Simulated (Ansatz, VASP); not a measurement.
# MgI2: VASP beside Ansatz

```
CELL_PARAMETERS angstrom
4.29510 0.00000 0.00000
-2.14755 3.71966 0.00000
0.00000 0.00000 7.97492
ATOMIC_POSITIONS crystal
Mg 0.00000 0.00000 0.00000
I 0.33333 0.66667 0.76666
I 0.66667 0.33333 0.23334
```

Alike in both runs: task single point; functional PBE; k mesh 6 × 6 × 4; occupations gaussian, width 0.05 eV; no spin polarisation.

|  | VASP | Ansatz |
| --- | --- | --- |
| version | VASP 6.6.1 | Ansatz 0.2.0 |
| potentials or method | VASP PAW PBE potentials, release 64 (Mg, I) | scalar-relativistic, plane waves, PAW |
| plane-wave cutoff (eV) | 520 | 520 |
| valence electrons in the cell | 16 | 44 |

|  | VASP | Ansatz | Ansatz less VASP |
| --- | --- | --- | --- |
| gap on the k mesh at the Fermi level (eV) | 3.05 | 3.07 | +0.015 |
| least direct gap on the mesh (eV) | 3.05 | 3.07 | +0.015 |
| pressure (GPa) | -2.7 | -2.7 | +0.04 |
| largest component of the traceless stress (GPa) | 1.13 | 1.13 | +0.003 |
| rms of the force components (eV/Å) | 0.394 | 0.390 | -0.0041 |

Atom by atom the forces differ by 0.004 eV/Å (rms over components). The two sets of potentials don't hold the same shells in valence.

Caveats: spin-orbit coupling is left out, which moves the levels of the heavy elements; this functional lacks dispersion, which binds the layers, so the pressure and a relaxed spacing across them are unreliable. A k mesh can miss the band edges.
